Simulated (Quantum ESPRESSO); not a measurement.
KCl (Sylvite):

```
K Cl
1.0
     0.00000    3.14647    3.14647
     3.14647    0.00000    3.14647
     3.14647    3.14647    0.00000
K Cl
1 1
Direct
  0.00000 0.00000 0.00000
  0.50000 0.50000 0.50000
```

| Item | Value |
| --- | --- |
| Program | Quantum ESPRESSO 7.5 |
| Task | phonons |
| Functional | PBE |
| Potentials or basis | SPMS 1.0 PBE |
| Cutoff | 912 eV |
| Density cutoff | 3646 eV |
| k mesh | 4 × 4 × 4, shifted |
| Occupations | fermi-dirac, width 0.05 eV |
| Spin | no spin polarisation |
| Mixing beta | 0.5 |
| Most SCF iterations | 120 |
| SCF threshold | 4e-10 Ry |

The first run showed a gap, so the response started from a second, tighter run with fixed occupations.

What is the highest optical frequency at the zone centre, leaving out the macroscopic field of polar modes?

139 cm⁻¹, a mode of symmetry T1u (IR). With the field the highest mode lies at 206 cm⁻¹.

Optical modes at Γ, degenerate ones joined, polar ones without the macroscopic field:
```
cm⁻¹  components  symmetry  active in  IR intensity, summed ((D/Å)²/amu)
 139           3       T1u         IR                               4.73
```

Zone-centre frequencies without and with the macroscopic field along z (cm⁻¹):
|  | optical modes in rising order |
| --- | --- |
| without | 139 139 139 |
| with the field | 139 139 206 |
